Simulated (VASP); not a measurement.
Wanted: the native input for a VASP 6.6.1 run.

```yaml
Task: relaxation of cell and atoms
Functional: PBE
Potentials_or_basis: VASP PAW PBE potentials, release 64 (Hg, Se)
Cutoff: 300 eV
k_mesh: 5 × 5 × 5
Occupations: gaussian, width 0.03 eV
Spin: no spin polarisation
Further_INCAR_settings: ALGO = Normal; EDIFF = 1e-06; IBRION = 2; EDIFFG = -0.01; NSW = 90; ISIF = 3
```

The structure of HgSe lies in POSCAR:

```
HgSe
1.0
    0.0000000000      3.0390000000      3.0390000000
    3.0390000000      0.0000000000      3.0390000000
    3.0390000000      3.0390000000      0.0000000000
Hg Se
1 1
Direct
    0.0000000000      0.0000000000      0.0000000000
    0.2500000000      0.2500000000      0.2500000000
```

The input as run:

INCAR

```
SYSTEM = HgSe
  PREC = Accurate
  ENCUT = 300
  EDIFF = 1E-6
  ISMEAR = 0
  SIGMA = 0.03
  LREAL = .FALSE.
  LASPH = .TRUE.
  NELM = 80
  ALGO = Normal
  ISIF = 3
  LWAVE = .FALSE.
  LCHARG = .FALSE.
  GGA = PE
  IBRION = 2
  NSW = 90
  EDIFFG = -0.01
```

KPOINTS

```
Automatic mesh
0
G
  5 5 5
  0 0 0
```

Potentials or basis: VASP PAW PBE potentials, release 64 (Hg, Se).

Run with:

```console
$ cat potpaw_PBE.64/Hg/POTCAR potpaw_PBE.64/Se/POTCAR > POTCAR
$ mpirun -np 1 vasp_std > vasp.out
```

It gave:

```json
{
 "Relaxed volume": "30.76 Å³/atom",
 "Relaxed cell": "a = 4.431 Å, b = 4.431 Å, c = 4.431 Å, α = 60.00°, β = 60.00°, γ = 60.00°",
 "Space group after relaxing (to 0.05 Å)": "F-43m (No. 216)",
 "Energy gained by relaxing": "37.0 meV/atom",
 "Ionic steps": "3",
 "Pressure after relaxing": "0.0 GPa",
 "Band gap on the k mesh": "none (metal or under the smearing width)"
}
```

It used 7.6 s of CPU time on 1 thread of Intel(R) Xeon(R) Platinum 8559C (Emerald Rapids), on a shared host, which was overloaded at the time.
